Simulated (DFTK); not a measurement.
The system is PbO2.

```
Pb O
1.0
     0.00000    2.70199    2.70199
     2.70199    0.00000    2.70199
     2.70199    2.70199    0.00000
Pb O
1 2
Direct
  0.00000 0.00000 0.00000
  0.75000 0.75000 0.75000
  0.25000 0.25000 0.25000
```

The cell comes from a database or a generator and needn't be the stable form of this composition.

Base run:

* Program: DFTK 0.8.2
* Functional: PBE
* Potentials or basis: dojo.nc.sr.pbe.v0_4_1.standard.upf (PBE)
* Cutoff: 1143 eV
* k mesh: 9 × 9 × 9
* Occupations: fermi-dirac, width 0.05 eV
* Spin: no spin polarisation

Its results: band gap on the k mesh none (metal or under the smearing width); pressure 1.2 GPa.

Task: The run is repeated on the same cell with these changes: potentials or basis from dojo.nc.sr.pbe.v0_4_1.standard.upf (PBE) to SPMS 1.0 (PBE); cutoff from 1143 eV to 1225 eV. What comes out?

Result: Band gap on the k mesh none (metal or under the smearing width); pressure -0.3 GPa.
